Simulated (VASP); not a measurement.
# AlP (F-43m) in VASP: further runs

Runs on AlP. Level: LDA. Tasks: relaxation of cell and atoms, single point.

All numbers are computed with VASP 6.6.1; they aren't measurements. Logs are shortened: lines on timing, memory, paths and dates and some standing lists are left out, and cuts for length are marked.

**What was measured.**

From a printed reference work, data compilation, for a bulk crystal of AlP at 4.2 K: band gap 2.505 eV (indirect).

How close the calculation comes is told below.

## 1. The structure

The structure is cubic, space group F-43m (No. 216). Conventional cell: a = 5.284 Å, b = 5.284 Å, c = 5.284 Å, α = 90.00°, β = 90.00°, γ = 90.00°. Al (site symmetry -43m) is surrounded by 4 P at 2.29 Å. P (site symmetry -43m) has 4 Al at 2.29 Å as nearest neighbours.

## 2. Relaxation of cell and atoms, LDA, target pressure 9 GPa, at which the enthalpy is minimised

Input file INCAR:

```
SYSTEM = AlP
PREC     = Accurate       ! precision mode
ENCUT    = 600            ! plane-wave cutoff, eV
EDIFF    = 1E-7           ! SCF threshold, eV
ISMEAR   = 0              ! smearing method
SIGMA    = 0.01           ! smearing width, eV
LREAL    = .False.        ! projectors in reciprocal space
LASPH    = .True.         ! aspherical terms in the spheres
NELM     = 100            ! most SCF steps
ALGO     = Normal         ! electronic algorithm
ISIF     = 3              ! what is computed and relaxed
LWAVE    = .False.        ! write WAVECAR
LCHARG   = .False.        ! write CHGCAR
GGA      = CA             ! functional
IBRION   = 2              ! ionic algorithm
NSW      = 80             ! ionic steps
EDIFFG   = -0.001         ! ionic threshold
PSTRESS  = 90.0
```

Input file KPOINTS:

```
Automatic mesh
0
Gamma
  10 10 10
  0 0 0
```

Input file POSCAR:

```
AlP
1.0
    0.0000000000      2.6418179154      2.6418179154
    2.6418179154      0.0000000000      2.6418179154
    2.6418179154      2.6418179154      0.0000000000
Al P
1 1
Direct
    0.0000000000      0.0000000000      0.0000000000
    0.7500000000      0.7500000000      0.7500000000
```

Potentials or basis: VASP PAW LDA potentials, release 64 (Al, P).

Run with:

```bash
$ cat potpaw_LDA.64/Al/POTCAR potpaw_LDA.64/P/POTCAR > POTCAR
$ mpirun -np 1 vasp_std > vasp.out
```

OUTCAR:

```text
SYSTEM = AlP
   PREC = Accurate
   ENCUT = 600
   EDIFF = 1E-7
   ISMEAR = 0
   LREAL = .False.
   LASPH = .True.
   NELM = 100
   ISIF = 3
   GGA = CA
   IBRION = 2
   NSW = 80
   EDIFFG = -0.001
   PSTRESS = 90.0

 ion  position               nearest neighbor table
   1  0.000  0.000  0.000-   2 2.29   2 2.29   2 2.29   2 2.29
   2  0.750  0.750  0.750-   1 2.29   1 2.29   1 2.29   1 2.29

  LATTYP: Found a face centered cubic cell.
 ALAT       =     5.2836358308

  Lattice vectors:

 A1 = (   0.0000000000,   2.6418179154,   2.6418179154)
 A2 = (   2.6418179154,   0.0000000000,   2.6418179154)
 A3 = (   2.6418179154,   2.6418179154,   0.0000000000)

Analysis of symmetry for initial positions (statically):
=====================================================================
 Subroutine PRICEL returns:
 Original cell was already a primitive cell.

 Routine SETGRP: Setting up the symmetry group for a
 face centered cubic supercell.

 Subroutine GETGRP returns: Found 24 space group operations
 (whereof 24 operations were pure point group operations)
 out of a pool of 48 trial point group operations.

The static configuration has the point symmetry T_d .

Analysis of symmetry for dynamics (positions and initial velocities):
=====================================================================
 Subroutine PRICEL returns:
 Original cell was already a primitive cell.

 Routine SETGRP: Setting up the symmetry group for a
 face centered cubic supercell.

 Subroutine GETGRP returns: Found 24 space group operations
 (whereof 24 operations were pure point group operations)
 out of a pool of 48 trial point group operations.

The dynamic configuration has the point symmetry T_d .

 Subroutine INISYM returns: Found 24 space group operations
 (whereof 24 operations are pure point group operations),
 and found     1 'primitive' translations

----------------------------------------------------------------------------------------

                                     Primitive cell

  volume of cell :      36.8756

  direct lattice vectors                    reciprocal lattice vectors
     0.000000000  2.641817915  2.641817915    -0.189263612  0.189263612  0.189263612
     2.641817915  0.000000000  2.641817915     0.189263612 -0.189263612  0.189263612
     2.641817915  2.641817915  0.000000000     0.189263612  0.189263612 -0.189263612

  length of vectors
     3.736094725  3.736094725  3.736094725     0.327814191  0.327814191  0.327814191

  position of ions in fractional coordinates (direct lattice)
     0.000000000  0.000000000  0.000000000
     0.750000000  0.750000000  0.750000000

  ion indices of the primitive-cell ions
   primitive index   ion index
                 1           1
                 2           2

----------------------------------------------------------------------------------------

 KPOINTS: Automatic mesh

Automatic generation of k-mesh.
 Grid dimensions read from file:
 generate k-points for:   10   10   10

 Generating k-lattice:

  Cartesian coordinates                     Fractional coordinates (reciprocal lattice)
    -0.018926361  0.018926361  0.018926361     0.100000000  0.000000000  0.000000000
     0.018926361 -0.018926361  0.018926361     0.000000000  0.100000000  0.000000000
     0.018926361  0.018926361 -0.018926361     0.000000000  0.000000000  0.100000000

  Length of vectors
     0.032781419  0.032781419  0.032781419

  Shift w.r.t. Gamma in fractional coordinates (k-lattice)
     0.000000000  0.000000000  0.000000000

 Subroutine IBZKPT returns following result:
 ===========================================

 Found     47 irreducible k-points:

 Following reciprocal coordinates:
            Coordinates               Weight
  0.000000  0.000000  0.000000      1.000000
  0.100000  0.000000  0.000000      8.000000
  0.200000  0.000000  0.000000      8.000000
  0.300000  0.000000  0.000000      8.000000
  0.400000  0.000000  0.000000      8.000000
  0.500000  0.000000  0.000000      4.000000
[... 16 lines left out ...]
  0.300000  0.300000  0.000000      6.000000
  0.400000  0.300000  0.000000     24.000000
 [... further k-points ...]
   k-points           NKPTS =     47   k-points in BZ     NKDIM =     47   number of bands    NBANDS=      8
   number of dos      NEDOS =    301   number of ions     NIONS =      2
   total plane-waves  NPLWV =  27000
   dimension x,y,z NGX =    30 NGY =   30 NGZ =   30
   dimension x,y,z NGXF=    60 NGYF=   60 NGZF=   60
   ions per type =               1   1
   NGX,Y,Z   is equivalent  to a cutoff of  13.35, 13.35, 13.35 a.u.
   NGXF,Y,Z  is equivalent  to a cutoff of  26.70, 26.70, 26.70 a.u.
 SYSTEM =  AlP
   PREC   = accura    normal or accurate (medium, high low for compatibility)
   ISTART =      0    job   : 0-new  1-cont  2-samecut
   ICHARG =      2    charge: 1-file 2-atom 10-const
   ISPIN  =      1    spin polarized calculation?
   LNONCOLLINEAR =      F non collinear calculations
   LSORBIT =      F    spin-orbit coupling
   LASPH  =      T    aspherical Exc in radial PAW
   ENCUT  =  600.0 eV  44.10 Ry    6.64 a.u.   7.46  7.46  7.46*2*pi/ulx,y,z
   NELM   =    100;   NELMIN=  2; NELMDL= -5     # of ELM steps
   EDIFF  = 0.1E-06   stopping-criterion for ELM
   LREAL  =      F    real-space projection
   EDIFFG = -.1E-02   stopping-criterion for IOM
   NSW    =     80    number of steps for IOM
   IBRION =      2    ionic relax: 0-MD 1-quasi-New 2-CG
   NFREE  =      1    steps in history (QN), initial steepest desc. (CG)
   ISIF   =      3    stress and relaxation
   ISYM   =      2    0-nonsym 1-usesym 2-fastsym
   POTIM  = 0.5000    time-step for ionic-motion
   TEBEG  =    0.0;   TEEND  =   0.0 temperature during run
   PSTRESS=   90.0 pullay stress
   NELECT =       8.0000    total number of electrons
   NUPDOWN=      -1.0000    fix difference up-down
   EMIN   =  10.00;   EMAX   =-10.00  energy-range for DOS
   EFERMI =   0.00;   METHOD = LEGACY
   ISMEAR =     0;   SIGMA  =   0.01  broadening in eV -4-tet -1-fermi 0-gaus
   EFERMI_NEDOS =   21; number of points for ismear=-14 and -15
   IALGO  =     38    algorithm
   IMIX   =      4    mixing-type and parameters
     AMIX     =   0.40;   BMIX     =  1.00
     AMIX_MAG =   1.60;   BMIX_MAG =  1.00
  volume/ion in A,a.u.               =      18.44       124.42
  Fermi-wavevector in a.u.,A,eV,Ry     =   0.983691  1.858906 13.165645  0.967648
  Thomas-Fermi vector in A             =   2.114868
   LORBIT       =      0    0 simple, 1 ext, 2 COOP (PROOUT), +10 PAW based schemes
   GGA     = CA    functional components
   LHFCALC =     F    Hartree Fock is set to
   AEXX    =    0.0000 exact exchange contribution
   IVDW    =     0    specifies the selected vdW correction
   LEPSILON=     F    determine dielectric tensor
   LRPA    =     F    only Hartree local field effects (RPA)
 conjugate gradient relaxation of ions
 non-spin polarized calculation
 Gauss-broadening in eV      SIGMA  =   0.01
  energy-cutoff  :      600.00
  volume of cell :       36.88
 maximum number of plane-waves:      1251
 NGX is ok and might be reduce to    30
   NGX = 15   NGY = 15   NGZ = 15

--------------------------------------- Ionic step        1  -------------------------------------------

 number of electron       8.0000001 magnetization

 Free energy of the ion-electron system (eV)
  ---------------------------------------------------
  ext. energy  EPLUGINS =         0.00000000
  ---------------------------------------------------
  free energy    TOTEN  =       -11.32722332 eV

  energy without entropy =      -11.32722332  energy(sigma->0) =      -11.32722332

------------------------ aborting loop because EDIFF is reached ----------------------------------------

  FORCE on cell =-STRESS in cart. coord.  units (eV):
  Direction    XX          YY          ZZ          XY          YZ          ZX
  --------------------------------------------------------------------------------------
  -------------------------------------------------------------------------------------
  Total        2.0914225      2.0914225      2.0914225      0.0000000      0.0000000      0.0000000
  in kB       90.8685764     90.8685764     90.8685764      0.0000000      0.0000000      0.0000000
  external PRESSURE =       0.8685764 kB  Pullay stress =      90.0000000 kB
[... 61 lines left out ...]
  enthalpy is  TOTEN    =        -9.2557916430 eV   P V=        2.0744294974

--------------------------------------- Ionic step        3  -------------------------------------------

 number of electron       8.0000001 magnetization

 Free energy of the ion-electron system (eV)
  ---------------------------------------------------
  ext. energy  EPLUGINS =         0.00000000
  ---------------------------------------------------
  free energy    TOTEN  =       -11.32873207 eV

  energy without entropy =      -11.32873207  energy(sigma->0) =      -11.32873207

 E-fermi :   5.4765     XC(G=0):  -9.8236

 val. band max:        5.3910431988   @ k =   0.0000   0.0000   0.0000
 cond. band min:       6.6299812316   @ k =   0.5000   0.5000   0.0000
 fundamental gap:      1.2389380328
 Fermi energy:         5.4764784735

 k-point     1 :       0.0000    0.0000    0.0000
  band No.  band energies     occupation
      1      -6.7023      2.00000
      2       5.3910      2.00000
      3       5.3910      2.00000
      4       5.3910      2.00000
      5       9.3609      0.00000
      6       9.9958      0.00000
      7       9.9958      0.00000
      8       9.9958      0.00000
[... 243 lines left out ...]
 k-point    24 :       0.4000    0.3000    0.0000
  band No.  band energies     occupation
      1      -4.8206      2.00000
      2       0.8643      2.00000
      3       3.0829      2.00000
      4       3.4582      2.00000
      5       7.5655      0.00000
      6       8.7255      0.00000
      7      13.7976      0.00000
      8      13.9342      0.00000

 [... further k-points ...]

------------------------ aborting loop because EDIFF is reached ----------------------------------------

  FORCE on cell =-STRESS in cart. coord.  units (eV):
  Direction    XX          YY          ZZ          XY          YZ          ZX
  --------------------------------------------------------------------------------------
  -------------------------------------------------------------------------------------
  Total        2.0722509      2.0722509      2.0722509     -0.0000000      0.0000000      0.0000000
  in kB       89.9703972     89.9703972     89.9703972     -0.0000000      0.0000000      0.0000000
  external PRESSURE =      -0.0296028 kB  Pullay stress =      90.0000000 kB
[... 17 lines left out ...]
  FREE ENERGIE OF THE ION-ELECTRON SYSTEM (eV)
  ---------------------------------------------------
  free  energy   TOTEN  =       -11.3287320660 eV

  energy  without entropy=      -11.3287320660  energy(sigma->0) =      -11.32873207

  enthalpy is  TOTEN    =        -9.2557993367 eV   P V=        2.0729327293

 reached required accuracy - stopping structural energy minimisation
```

Run time: 22 s. Hardware: 1 thread of Intel Xeon Platinum 8259CL at 2.50GHz (Skylake/Cascade Lake), shared host; peak memory 0.15 GiB.

Results:

* Free energy: -11.3287 eV
* Relaxed volume: 18.45 Å³/atom
* Relaxed cell: a = 3.737 Å, b = 3.737 Å, c = 3.737 Å, α = 60.00°, β = 60.00°, γ = 60.00°
* Space group after relaxing (to 0.05 Å): F-43m (No. 216)
* Energy change on relaxing (the enthalpy is what falls): -0.8 meV/atom
* Ionic steps: 3
* Pressure after relaxing: 9.0 GPa
* Band gap on the k mesh: 1.24 eV, indirect (least direct gap 3.56 eV)

The path:
```tsv
step	energy change (eV)	largest force (eV/Å)	pressure (GPa)	volume (Å³)
1	0.0000	0.0000	9.09	36.88
2	-0.0030	0.0000	8.91	36.93
3	-0.0015	0.0000	9.00	36.90
```

Final structure:
```
Al P
1.0
     0.00000    2.64246    2.64246
     2.64246    0.00000    2.64246
     2.64246    2.64246    0.00000
Al P
1 1
Cartesian
  0.0000 0.0000 0.0000
  3.9637 3.9637 3.9637
```

Caveat: the cell is relaxed towards a set pressure, so the enthalpy falls and the energy may rise. A k mesh can miss the band edges.

## 3. Single point, LDA

Input file INCAR:

```
SYSTEM = AlP
ALGO = Normal
EDIFF = 1E-7
ENCUT = 520
GGA = CA
ISIF = 2
ISMEAR = 0
LASPH = .True.
LCHARG = .True.
LELF = .True.
LREAL = .False.
LVHAR = .True.
LWAVE = .False.
NBANDS = 11
NELM = 100
PREC = Accurate
SIGMA = 0.01
```

Input file KPOINTS:

```
k-points
0
Gamma
  8 8 8
  0 0 0
```

POSCAR is that of step 2.

Potentials or basis: VASP PAW LDA potentials, release 64 (Al, P).

Run with:

```bash
$ cat potpaw_LDA.64/Al/POTCAR potpaw_LDA.64/P/POTCAR > POTCAR
$ mpirun -np 1 vasp_std > vasp.out
```

OUTCAR:

```text
SYSTEM = AlP
   EDIFF = 1E-7
   ENCUT = 520
   GGA = CA
   ISIF = 2
   ISMEAR = 0
   LASPH = .True.
   LREAL = .False.
   NELM = 100
   PREC = Accurate

 ion  position               nearest neighbor table
   1  0.000  0.000  0.000-   2 2.29   2 2.29   2 2.29   2 2.29
   2  0.750  0.750  0.750-   1 2.29   1 2.29   1 2.29   1 2.29

  LATTYP: Found a face centered cubic cell.
 ALAT       =     5.2836358308

  Lattice vectors:

 A1 = (   0.0000000000,   2.6418179154,   2.6418179154)
[... 522 lines left out ...]

------------------------ aborting loop because EDIFF is reached ----------------------------------------

  FORCE on cell =-STRESS in cart. coord.  units (eV):
  Direction    XX          YY          ZZ          XY          YZ          ZX
  --------------------------------------------------------------------------------------
  -------------------------------------------------------------------------------------
  Total        2.0913028      2.0913028      2.0913028     -0.0000000     -0.0000000      0.0000000
  in kB       90.8633726     90.8633726     90.8633726     -0.0000000     -0.0000000      0.0000000
  external PRESSURE =      90.8633726 kB  Pullay stress =       0.0000000 kB

 VOLUME and BASIS-vectors are now :
 -----------------------------------------------------------------------------
  energy-cutoff  :      520.00
  volume of cell :       36.88
      direct lattice vectors                 reciprocal lattice vectors
     0.000000000  2.641817915  2.641817915    -0.189263612  0.189263612  0.189263612
     2.641817915  0.000000000  2.641817915     0.189263612 -0.189263612  0.189263612
     2.641817915  2.641817915  0.000000000     0.189263612  0.189263612 -0.189263612

 POSITION                                       TOTAL-FORCE (eV/Angst)
 -----------------------------------------------------------------------------------
      0.00000      0.00000      0.00000         0.000000      0.000000      0.000000
      3.96273      3.96273      3.96273        -0.000000     -0.000000     -0.000000
 -----------------------------------------------------------------------------------
    total drift:                               -0.000000     -0.000000     -0.000000

  FREE ENERGIE OF THE ION-ELECTRON SYSTEM (eV)
  ---------------------------------------------------
  free  energy   TOTEN  =       -11.3258095860 eV

  energy  without entropy=      -11.3258095860  energy(sigma->0) =      -11.32580959
```

OSZICAR:

```text
N       E                     dE             d eps       ncg     rms          rms(c)
DAV:   1     0.121225291378E+02    0.12123E+02   -0.31715E+03   638   0.566E+02
DAV:   2    -0.109916696637E+02   -0.23114E+02   -0.22538E+02   830   0.933E+01
DAV:   3    -0.118029264487E+02   -0.81126E+00   -0.81005E+00   815   0.173E+01
DAV:   4    -0.118088281749E+02   -0.59017E-02   -0.59011E-02   760   0.179E+00
DAV:   5    -0.118089031173E+02   -0.74942E-04   -0.74941E-04   823   0.191E-01    0.512E+00
DAV:   6    -0.114095546462E+02    0.39935E+00   -0.68211E-01   739   0.314E+00    0.325E+00
DAV:   7    -0.113305863506E+02    0.78968E-01   -0.26710E-01   759   0.207E+00    0.157E+00
DAV:   8    -0.113259820931E+02    0.46043E-02   -0.18738E-02   746   0.658E-01    0.165E-01
DAV:   9    -0.113258030649E+02    0.17903E-03   -0.12187E-03   747   0.178E-01    0.478E-02
DAV:  10    -0.113258075466E+02   -0.44817E-05   -0.40675E-05   780   0.336E-02    0.202E-02
DAV:  11    -0.113258100919E+02   -0.25454E-05   -0.89418E-06   747   0.154E-02    0.210E-02
DAV:  12    -0.113258095803E+02    0.51162E-06   -0.19237E-06   752   0.575E-03    0.958E-04
DAV:  13    -0.113258095860E+02   -0.56825E-08   -0.66442E-08   451   0.152E-03
   1 F= -.11325810E+02 E0= -.11325810E+02  d E =-.166221E-64
```

stdout:

```text
POSCAR found type information on POSCAR AlP
 POSCAR found :  2 types and       2 ions
 scaLAPACK will be used
 LDA part: xc-table for (Slater(with rela. corr.)+CA(PZ))
 , standard interpolation
 POSCAR, INCAR and KPOINTS ok, starting setup
 FFT: planning ... GRIDC
 FFT: planning ... GRID_SOFT
 FFT: planning ... GRID
 WAVECAR not read
 entering main loop
```

Wall time 8.8 s (1 thread of Intel Xeon Platinum 8259CL at 2.50GHz (Skylake/Cascade Lake), shared host); peak memory 0.14 GiB.

Results:

- Free energy: -11.3258 eV
- Pressure: 9.1 GPa
- Band gap on the k mesh: 1.24 eV, indirect (least direct gap 3.56 eV)

## 4. Relaxation of cell and atoms, LDA, target pressure 9 GPa, at which the enthalpy is minimised

This run uses another cell than the first one, of 20.06 Å³/atom, 1.088 times its volume.

Input file INCAR:

```
SYSTEM = AlP
PREC = Accurate
ENCUT = 600
EDIFF = 1E-6
ISMEAR = 0
SIGMA = 0.01
LREAL = .FALSE.
LASPH = .TRUE.
NELM = 100
ALGO = Normal
ISIF = 3
LWAVE = .FALSE.
LCHARG = .FALSE.
GGA = CA
IBRION = 2
NSW = 80
EDIFFG = -0.001
PSTRESS = 90.0
```

Input file KPOINTS:

```
regular mesh
0
G
  8 8 8
  0 0 0
```

Input file POSCAR:

```
AlP
1.0
    0.0000000000      2.7169780668      2.7169780668
    2.7169780668      0.0000000000      2.7169780668
    2.7169780668      2.7169780668      0.0000000000
Al P
1 1
Direct
    0.0000000000      0.0000000000      0.0000000000
    0.7500000000      0.7500000000      0.7500000000
```

Run with:

```bash
$ cat potpaw_LDA.64/Al/POTCAR potpaw_LDA.64/P/POTCAR > POTCAR
$ mpirun -np 1 vasp_std > vasp.out
```

Wall time 21 s (1 thread of Intel Xeon Platinum 8259CL at 2.50GHz (Skylake/Cascade Lake), shared host); peak memory 0.15 GiB.

It converged, with:

```yaml
Free_energy: -11.3277 eV
Relaxed_volume: 18.45 Å³/atom
Relaxed_cell: a = 3.737 Å, b = 3.737 Å, c = 3.737 Å, α = 60.00°, β = 60.00°, γ = 60.00°
Space_group_after_relaxing_to_0.05_Å: F-43m (No. 216)
Energy_change_on_relaxing_the_enthalpy_is_what_falls: +42.4 meV/atom
Ionic_steps: 7
Pressure_after_relaxing: 9.0 GPa
Band_gap_on_the_k_mesh: 1.24 eV, indirect (least direct gap 3.56 eV)
```

The path:
| step | energy change (eV) | largest force (eV/Å) | pressure (GPa) | volume (Å³) |
| --- | --- | --- | --- | --- |
| 1 | 0.0000 | 0.0000 | 0.06 | 40.11 |
| 2 | 0.3549 | 0.0000 | 21.16 | 33.96 |
| 3 | 0.0821 | 0.0000 | 8.85 | 36.95 |
| 4 | 0.0855 | 0.0000 | 9.05 | 36.89 |
| 5 | 0.0840 | 0.0000 | 8.96 | 36.92 |
| 6 | 0.0846 | 0.0000 | 8.98 | 36.91 |
| 7 | 0.0849 | 0.0000 | 9.01 | 36.90 |

Final structure:
```cif
data_structure
_symmetry_space_group_name_H-M 'P 1'
_symmetry_Int_Tables_number 1
_cell_length_a 3.7370
_cell_length_b 3.7370
_cell_length_c 3.7370
_cell_angle_alpha 60.000
_cell_angle_beta 60.000
_cell_angle_gamma 60.000
_cell_volume 36.90
loop_
_atom_site_label
_atom_site_type_symbol
_atom_site_fract_x
_atom_site_fract_y
_atom_site_fract_z
_atom_site_occupancy
Al1 Al 0.00000 0.00000 0.00000 1
P1 P 0.75000 0.75000 0.75000 1
```

Levels at points of the mesh, in eV from the valence-band top:
```
           k point  band 1  band 2  band 3  band 4  band 5  band 6  band 7  band 8
(0.00, 0.00, 0.00)  -12.09    0.00    0.00    0.00    3.97    4.60    4.60    4.60
(0.50, 0.00, 0.00)  -10.14   -6.04   -0.83   -0.83    3.04    4.75    4.75    8.33
(0.50, 0.50, 0.00)   -9.37   -5.70   -2.33   -2.33    1.24    2.29   11.72   11.72
```

Caveat: the cell is relaxed towards a set pressure, so the enthalpy falls and the energy may rise.

(Part 1 of 2 ends here.)
